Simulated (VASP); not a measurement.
PbSe (Clausthalite):

```xyz
2
Lattice="0.0000 3.0606 3.0606 3.0606 0.0000 3.0606 3.0606 3.0606 0.0000" Properties=species:S:1:pos:R:3 pbc="T T T"
Pb    0.0000    0.0000    0.0000
Se    3.0606    3.0606    3.0606
```

* Program: VASP 6.6.1
* Task: relaxation of cell and atoms
* Functional: PBE
* Potentials or basis: VASP PAW PBE potentials, release 64 (Pb_d, Se)
* Cutoff: 600 eV
* k mesh: 8 × 8 × 8
* Occupations: gaussian, width 0.03 eV
* Spin: no spin polarisation

At the start: pressure 2.4 GPa; volume 28.67 Å³/atom.

Question: Where does the relaxation end?

Answer: Over 3 steps the energy falls by 10.1 meV/atom and the volume is 30.05 Å³/atom (+4.8 %); space group Fm-3m (No. 225, to 0.05 Å).

Step by step:
| step | energy change (eV) | largest force (eV/Å) | pressure (GPa) | volume (Å³) |
| --- | --- | --- | --- | --- |
| 1 | 0.0000 | 0.0000 | 2.44 | 57.34 |
| 2 | -0.0180 | 0.0000 | -0.70 | 61.04 |
| 3 | -0.0201 | 0.0000 | 0.02 | 60.09 |

Final structure:
```xyz
2
Lattice="0.0000 3.1088 3.1088 3.1088 0.0000 3.1088 3.1088 3.1088 0.0000" Properties=species:S:1:pos:R:3 pbc="T T T"
Pb    0.0000    0.0000    0.0000
Se    3.1088    3.1088    3.1088
```
